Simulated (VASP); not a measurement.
Si: single point with PBE

The system is Si.

```
CELL_PARAMETERS angstrom
1.33452 -2.31213 0.00000
1.33452 2.31213 0.00000
0.00000 0.00000 2.45720
ATOMIC_POSITIONS crystal
Si 0.00000 0.00000 0.00000
```

The cell was built by a generator and needn't be a form met in nature.

```yaml
Program: VASP 6.6.1
Task: single point
Functional: PBE
Potentials_or_basis: VASP PAW PBE potentials, release 64 (Si)
Cutoff: 520 eV
k_mesh: 8 × 8 × 8
Occupations: gaussian, width 0.1 eV
Spin: no spin polarisation
Dipole_correction: no
Further_INCAR_settings: ALGO = Normal; EDIFF = 1e-07; NBANDS = 8
```

The pressure is 0.0 GPa and the band gap on the k mesh is none (metal or under the smearing width).

Stress tensor (GPa, compression positive):
```
 0.21  0.00  0.00
 0.00  0.15  0.00
 0.00  0.00 -0.38
```

Levels at points of the mesh, in eV from the Fermi level:
```csv
k point,band 1,band 2,band 3,band 4,band 5,band 6,band 7
"(0.00, 0.00, 0.00)",-13.72,7.79,8.57,9.73,9.73,12.04,12.05
"(0.50, 0.00, 0.00)",-7.60,-6.50,4.85,6.43,13.10,15.68,16.83
"(0.50, 0.50, 0.00)",-7.60,-6.50,4.86,6.43,13.10,15.68,16.83
"(0.00, 0.00, 0.50)",-8.70,-6.86,13.42,13.42,14.94,14.95,16.03
"(0.50, 0.00, 0.50)",-2.51,-2.10,-1.73,1.72,8.62,12.15,12.27
"(0.50, 0.50, 0.50)",-2.51,-2.11,-1.73,1.72,8.62,12.16,12.27
```

It took 9.1 s on 1 thread of Intel(R) Xeon(R) Platinum 8488C (Sapphire Rapids) (shared host), peak memory 0.12 GiB.
